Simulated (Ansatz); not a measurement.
BaZrO3, space group Pm-3m: an equation of state with a fit, run with the Python package of Ansatz (0.2.0).

The script, `eos_bazro3.py`:
```python
# -*- coding: utf-8 -*-
"""Bulk modulus of BaZrO3 from an E(V) curve."""

import warnings

import ansatz as az
import numpy as np
from pymatgen.analysis.eos import EOS

vectors0 = np.array([
    [4.19134, 0.0, 0.0],
    [0.0, 4.19134, 0.0],
    [0.0, 0.0, 4.19134],
])
sites = [
    ("Ba", [0.0, 0.0, 0.0]),
    ("Zr", [0.5, 0.5, 0.5]),
    ("O", [0.0, 0.5, 0.5]),
    ("O", [0.5, 0.0, 0.5]),
    ("O", [0.5, 0.5, 0.0]),
]


def build(cell):
    crystal = az.Crystal(lattice=az.Lattice.of(cell))
    for symbol, position in sites:
        crystal = crystal.atom(symbol, position)
    return crystal


def main():
    warnings.simplefilter("ignore", az.DeckWarning)

    # scale the volume, keep shape and fractions
    volumes, energies, pressures = [], [], []
    for scale in np.linspace(0.9, 1.1, 9):
        cell = vectors0 * scale ** (1 / 3)
        calculation = (
            build(cell).calculation()
            .functional("pbesol")
            .occupations("Fixed")
            .basis(500)
            .kpoints(4, 4, 4)
            .stress()
        )
        rep = calculation.run(threads=1).report
        volumes.append(abs(np.linalg.det(cell)) / len(sites))
        energies.append(rep["free_energy_ev"] / len(sites))
        pressures.append(np.trace(rep["stress_gpa"]) / 3)
        print(f"V = {volumes[-1]:8.4f} A^3/atom  F = {energies[-1]:.5f} eV/atom  P = {pressures[-1]:8.3f} GPa")

    for form in ["pourier_tarantola", "murnaghan"]:
        fit = EOS(eos_name=form).fit(volumes, energies)
        print(f"{form:18s} V0 {fit.v0:8.4f} A^3/atom  B0 {fit.b0_GPa:7.1f} GPa  B1 {fit.b1:5.2f}")


if __name__ == "__main__":
    main()
```

From its runs, with one value withheld:

| V (Å³/atom) | F less the lowest row shown (meV/atom) |
| --- | --- |
| 13.254 | 74.63 |
| 13.622 | 36.67 |
| 13.990 | 12.37 |
| 14.358 | 0.00 |
| 14.726 | ? |
| 15.094 | 5.14 |
| 15.462 | 20.15 |
| 15.831 | 42.06 |
| 16.199 | 69.98 |

What is the missing energy at 14.726 Å³ an atom?

A third-order Birch-Murnaghan fit, E = E0 + (9 V0 B0 / 16) [(t - 1)³ B' + (t - 1)² (6 - 4t)] with t = (V0/V)^(2/3), through the 8 rows shown gives V0 = 14.616 Å³, B0 = 162.9 GPa, B' = 4.42 and E0 = -2.38 meV. At V = 14.726 Å³, t = 0.99499, and the fit interpolates to -1.96 meV. The run gave -1.97 meV, a miss of 0.01 meV.

Spin is left out of this run. Pressure is positive in compression. The structure is a deposited one; some such entries were measured under pressure or heat, so a shift against it needn't be the functional's error alone. Wall time of the script: 12 s on 1 thread of Arm Neoverse V2, on a shared host, peak memory 0.51 GiB.

(A comment or docstring line of the script was reworded after the run, the code is as it ran.)
